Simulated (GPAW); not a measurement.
Mo:

```
CELL_PARAMETERS angstrom
-1.58381 1.58381 1.58381
1.58381 -1.58381 1.58381
1.58381 1.58381 -1.58381
ATOMIC_POSITIONS crystal
Mo 0.00000 0.00000 0.00000
```

| Property | Result |
| --- | --- |
| Program | GPAW 26.7.0 |
| Task | relaxation of cell and atoms |
| Functional | PBEsol |
| Potentials or basis | PAW data sets generated in the run's folder for this functional |
| Cutoff | 600 eV |
| Basis | pw |
| k mesh | 12 × 12 × 12 |
| Occupations | fermi-dirac, width 0.05 eV |
| Spin | no spin polarisation |

At the start: pressure -10.0 GPa; volume 15.89 Å³/atom.

Task: How do energy, volume and symmetry change on relaxing?

Result: Over 3 steps the energy falls by 19.1 meV/atom and the volume is 15.29 Å³/atom (-3.8 %); space group Im-3m (No. 229, to 0.05 Å).

Step by step:
```
step  energy change (eV)  largest force (eV/Å)  pressure (GPa)  volume (Å³)
   1              0.0000                0.0000           -9.96        15.89
   2             -0.0189                0.0000            1.08        15.23
   3             -0.0191                0.0000           -0.05        15.29
```

Final structure:
```yaml
crystal:
  lattice:
    - [-1.56368, 1.56368, 1.56368]
    - [1.56368, -1.56368, 1.56368]
    - [1.56368, 1.56368, -1.56368]
  atoms:
    - { symbol: Mo, position: [0.00000, 0.00000, 0.00000] }
```

Caveat: later steps reuse the first step's grids.
